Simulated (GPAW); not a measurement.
Set up this calculation in GPAW 26.7.0, as an ASE script.

- Task: relaxation of cell and atoms
- Functional: PBEsol
- Potentials or basis: PAW data sets generated in the run's folder for this functional
- Cutoff: 600 eV
- Basis: pw
- k mesh: 4 × 4 × 4
- Occupations: fermi-dirac, width 0.05 eV
- Spin: no spin polarisation
- Target pressure: 10 GPa
- Maxiter: 150
- Optimizer: BFGS
- Fmax: 0.02 eV/Å
- Max steps: 60
- Target pressure: 10 GPa
- Convergence: density=1e-05 forces=0.0001

Crystal: AlPt.

```xyz
8
Lattice="4.8789 0.0000 0.0000 0.0000 4.8789 0.0000 0.0000 0.0000 4.8789" Properties=species:S:1:pos:R:3 pbc="T T T"
Pt    4.1224    3.1960    1.6829
Pt    3.1960    1.6829    4.1224
Pt    1.6829    4.1224    3.1960
Pt    0.7565    0.7565    0.7565
Al    0.7610    1.6785    3.2004
Al    1.6785    3.2004    0.7610
Al    3.2004    0.7610    1.6785
Al    4.1180    4.1180    4.1180
```

The cell is a database's computed one.

These files were run (other wordings do the same):

run.py

```python
from ase import Atoms
from ase.filters import FrechetCellFilter
from ase.io import write
from ase.optimize import BFGS
from ase.units import GPa
from gpaw import GPAW, PW, setup_paths

setup_paths.insert(0, '.')

atoms = Atoms(['Pt', 'Pt', 'Pt', 'Pt', 'Al', 'Al', 'Al', 'Al'],
              cell=[[4.87893207, 0.0, 0.0],
                    [0.0, 4.87893207, 0.0],
                    [0.0, 0.0, 4.87893207]],
              scaled_positions=[[0.84493694, 0.65506306, 0.34493694],
                                [0.65506306, 0.34493694, 0.84493694],
                                [0.34493694, 0.84493694, 0.65506306],
                                [0.15506306, 0.15506306, 0.15506306],
                                [0.1559679, 0.3440321, 0.6559679],
                                [0.3440321, 0.6559679, 0.1559679],
                                [0.6559679, 0.1559679, 0.3440321],
                                [0.8440321, 0.8440321, 0.8440321]],
              pbc=True)

calc = GPAW(mode=PW(600),
            xc='PBEsol',
            kpts={'size': (4, 4, 4), 'gamma': True},
            occupations={'name': 'fermi-dirac', 'width': 0.05},
            nbands=66,
            convergence={'density': 1e-05, 'forces': 0.0001},
            maxiter=150,
            txt='gpaw.txt')
atoms.calc = calc
opt = BFGS(FrechetCellFilter(atoms, scalar_pressure=10 * GPa), trajectory='relax.traj', logfile='-')
done = opt.run(fmax=0.02, steps=60)
calc.write('gs.gpw')
write('result.traj', atoms)
print('Converged:', done)
print('Cell:', atoms.cell.cellpar().round(4))
print('Volume:', round(atoms.get_volume(), 4))
print(atoms.get_scaled_positions().round(5))
```

Potentials or basis: PAW data sets generated in the run's folder for this functional, pw.

Command:

```bash
$ gpaw-setup -f PBEsol Al Pt
$ OMP_NUM_THREADS=1 python run.py
```

It gave:

```yaml
Relaxed_volume: 13.84 Å³/atom
Relaxed_cell: a = 4.802 Å, b = 4.802 Å, c = 4.802 Å, α = 90.00°, β = 90.00°, γ = 90.00°
Space_group_after_relaxing_to_0.05_Å: P2_13 (No. 198)
Energy_change_on_relaxing_the_enthalpy_is_what_falls: +19.0 meV/atom
Ionic_steps: 6
Pressure_after_relaxing: 10.0 GPa
Band_gap_on_the_k_mesh: none (metal or under the smearing width)
```

Caveat: later steps reuse the first step's grids.

Wall time 5.8 min on 1 thread of Arm Neoverse V2, on a shared host, peak memory 0.38 GiB.
